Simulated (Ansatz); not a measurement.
Wanted: the native input for an Ansatz 0.2.0 run.

| Property | Result |
| --- | --- |
| Task | band structure |
| Functional | PBEsol |
| Potentials or basis | Ansatz PAW |
| Cutoff | 420 eV (not typed: the program's choice for these potentials) |
| k mesh | 4 × 6 × 3 |
| Occupations | fermi-dirac, width 0.05 eV |
| Spin | no spin polarisation |
| Path | [["G", "X", "S", "Y", "G", "Z", "U", "R", "T", "Z"], ["Y", "T"], ["U", "X"], ["S", "R"]] |
| Points for each segment of the path | 10 |

HfO2:

```
CELL_PARAMETERS angstrom
5.55640 0.00000 0.00000
0.00000 3.33360 0.00000
0.00000 0.00000 6.50500
ATOMIC_POSITIONS crystal
Hf 0.74868 0.75000 0.60787
Hf 0.25132 0.25000 0.39213
Hf 0.24868 0.75000 0.89213
Hf 0.75132 0.25000 0.10787
O 0.63950 0.25000 0.42340
O 0.36050 0.75000 0.57660
O 0.13950 0.25000 0.07660
O 0.86050 0.75000 0.92340
O 0.52079 0.25000 0.84145
O 0.47921 0.75000 0.15855
O 0.02079 0.25000 0.65855
O 0.97921 0.75000 0.34145
```

Measurements of this composition are mostly on another form, of space group No. 14.

One way to write it, as run:

input.yaml

```yaml
crystal:
  lattice:
    - [5.556395, 0.0, 0.0]
    - [0.0, 3.333597, 0.0]
    - [0.0, 0.0, 6.504995]
  atoms:
    - { symbol: Hf, position: [0.748682, 0.75, 0.607871] }
    - { symbol: Hf, position: [0.251318, 0.25, 0.392129] }
    - { symbol: Hf, position: [0.248682, 0.75, 0.892129] }
    - { symbol: Hf, position: [0.751318, 0.25, 0.107871] }
    - { symbol: O, position: [0.639499, 0.25, 0.4234] }
    - { symbol: O, position: [0.360501, 0.75, 0.5766] }
    - { symbol: O, position: [0.139499, 0.25, 0.0766] }
    - { symbol: O, position: [0.860501, 0.75, 0.9234] }
    - { symbol: O, position: [0.520794, 0.25, 0.841453] }
    - { symbol: O, position: [0.479206, 0.75, 0.158547] }
    - { symbol: O, position: [0.020794, 0.25, 0.658547] }
    - { symbol: O, position: [0.979206, 0.75, 0.341453] }
hamiltonian:
  xc: pbesol
  pseudopotentials: { kind: paw }
kpoints:
  mp_grid: { grid: [4, 6, 3] }
  band_path:
    path:
      - [[0.0, 0.0, 0.0], [0.0, -0.5, 0.0], [-0.5, -0.5, 0.0], [-0.5, 0.0, 0.0], [0.0, 0.0, 0.0], [0.0, 0.0, -0.5], [0.0, -0.5, -0.5], [-0.5, -0.5, -0.5], [-0.5, 0.0, -0.5], [0.0, 0.0, -0.5]]
      - [[-0.5, 0.0, 0.0], [-0.5, 0.0, -0.5]]
      - [[0.0, -0.5, -0.5], [0.0, -0.5, 0.0]]
      - [[-0.5, -0.5, 0.0], [-0.5, -0.5, -0.5]]
    npoints: 10
scf:
  occupations: { method: fermi_dirac, width: 0.05 }
  n_extra_bands: 30
output:
  forces: true
  stress: true
  eigenvalues: true
  fatbands: false
```

Potentials or basis: Ansatz PAW.

Launch:

```sh
$ ansatz run input.yaml --threads 4 --pin off --max-ram 11264MiB --backend cpu --events-out ev --progress --plain --runs-dir out
```

It gave:

- Pressure: -5.8 GPa
- Largest force: 0.021 eV/Å
- Band gap on the k mesh: 3.35 eV, direct
- Band gap along the path: 3.35 eV, direct

Caveat: the pressure holds a Pulay correction of +1.0 GPa for the finite cutoff; spin-orbit coupling is left out, which moves the levels of the heavy elements; the PAW data sets come from PBE, with cores solved anew for the run's functional, which leaves a small shift of forces and pressure.

It took 20 s on 4 threads of Arm Neoverse V2 (shared host), peak memory 1 GiB.
